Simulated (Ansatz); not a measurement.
# C: the cost of one run

Program: Ansatz 0.2.0. Level of theory: DFT PBE, scalar-relativistic. These are calculated values, not measurements.

## 1. Starting point

Symmetry: Fd-3m, No. 227, cubic system. The conventional cell has a = 3.567 Å, b = 3.567 Å, c = 3.567 Å, α = 90.00°, β = 90.00°, γ = 90.00°. Around C (site symmetry -43m) lie 4 C at 1.54 Å.

Coordinates:

```cif
data_structure
_symmetry_space_group_name_H-M 'Fd-3m:1'
_symmetry_Int_Tables_number 227
_cell_length_a 3.5668
_cell_length_b 3.5668
_cell_length_c 3.5668
_cell_angle_alpha 90.000
_cell_angle_beta 90.000
_cell_angle_gamma 90.000
_cell_volume 45.38
loop_
_atom_site_label
_atom_site_type_symbol
_atom_site_symmetry_multiplicity
_atom_site_Wyckoff_symbol
_atom_site_fract_x
_atom_site_fract_y
_atom_site_fract_z
_atom_site_occupancy
C1 C 8 a 0.50000 0.00000 0.50000 1
```

The file gives the conventional cell by its symmetry; the runs use the cell typed in the input.

Atoms are numbered in the order of the input: C1, C2.

## 2. After the deformation

Space group Fd-3m before, I4_1/amd after.

## 3. Full-potential LAPW

input.yaml

```yaml
crystal:
  lattice:
    - [0.0, 1.7834, 1.765566]
    - [1.7834, 0.0, 1.765566]
    - [1.7834, 1.7834, 0.0]
  atoms:
    - { symbol: C, position: [0.5, 0.5, 0.5] }
    - { symbol: C, position: [0.75, 0.75, 0.75] }
kpoints:
  mp_grid: { grid: [20, 20, 20] }
  band_path:
    path:
      - [0.0, 0.0, 0.0]
      - [0.0, 0.5, 0.5]
      - [0.25, 0.75, 0.5]
      - [0.0, 0.5, 0.0]
      - [0.0, 0.0, 0.0]
      - [0.5, 0.5, 0.0]
      - [0.3775380063, 0.6224619937, 0.0]
      - [-0.3775380063, 0.3775380063, 0.0]
      - [0.0, 0.0, 0.0]
    npoints: 5
scf:
  occupations: { method: fermi_dirac, width: 0.08 }
hamiltonian:
  xc: pbe
  pseudopotentials: { kind: all_electron, lapw: { basis_error: 0.0005 } }
output:
  forces: true
  stress: true
  eigenvalues: true
```

Launch:

```
$ ansatz run input.yaml --threads 1 --pin off --max-ram 3072MiB --backend cpu --events-out ev --progress --plain --runs-dir out
```

What time and memory should one allow on 1 thread of Intel Xeon 6975P-C (Granite Rapids), shared host?

About 21 s, with a peak of 0.69 GiB.
